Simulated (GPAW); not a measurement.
Input of a GPAW 26.7.0 run:

File run.py:

```python
from ase import Atoms
from ase.eos import EquationOfState
from ase.io import Trajectory
from ase.units import GPa
from gpaw import GPAW, PW, setup_paths

setup_paths.insert(0, '.')

atoms = Atoms(['Mo', 'Mo', 'Se', 'Se', 'Se', 'Se'],
              cell=[[3.288, 0.0, 0.0],
                    [-1.644, 2.8474915276, 0.0],
                    [0.0, 0.0, 12.9]],
              scaled_positions=[[0.6666666667, 0.3333333333, 0.75],
                                [0.3333333333, 0.6666666667, 0.25],
                                [0.6666666667, 0.3333333333, 0.375],
                                [0.3333333333, 0.6666666667, 0.875],
                                [0.6666666667, 0.3333333333, 0.125],
                                [0.3333333333, 0.6666666667, 0.625]],
              pbc=True)

traj = Trajectory('eos.traj', 'w')
volumes, energies = [], []
for x in [0.94, 0.96, 0.98, 1.0, 1.02, 1.04, 1.06]:
    a = atoms.copy()
    a.set_cell(atoms.cell * x**(1 / 3), scale_atoms=True)
    calc = GPAW(mode=PW(600),
                xc='LDA',
                kpts={'size': (6, 6, 2), 'gamma': True},
                occupations={'name': 'fermi-dirac', 'width': 0.05},
                setups={'Mo': 'jth', 'Se': 'jth'},
                nbands=-20,
                convergence={'density': 1e-05, 'energy': 1e-05},
                maxiter=150,
                txt=f'eos-{x:.2f}.txt')
    a.calc = calc
    energies.append(a.get_potential_energy(force_consistent=True))
    volumes.append(a.get_volume())
    p = -a.get_stress()[:3].mean() / GPa
    calc.write(f'eos-{x:.2f}.gpw')
    traj.write(a)
    print(f'{x:.2f} {volumes[-1]:10.4f} A^3 {energies[-1]:14.6f} eV {p:9.3f} GPa', flush=True)

v0, e0, B = EquationOfState(volumes, energies, eos='birchmurnaghan').fit()
print(f'V0 = {v0:.4f} A^3, E0 = {e0:.6f} eV, B0 = {B / GPa:.2f} GPa')
```

Potentials or basis: JTH PAW 2.0, LDA, pw.

The run is started by

```sh
$ OMP_NUM_THREADS=1 python run.py
```

(1) What does it give for the pressure derivative of the bulk modulus?

(2) Predict the equilibrium volume.

Answers

(1) 4.4 (rough: it moves with the points fitted).

(2) 20.24 Å³/atom.

Caveat: the k mesh is coarse (spacing up to 0.37 Å⁻¹), so the values aren't converged; the program truncates these outside data sets; the cell was scaled at fixed shape and fractional positions, which overstates the stiffness of a crystal with free parameters, most of all of layers and chains.
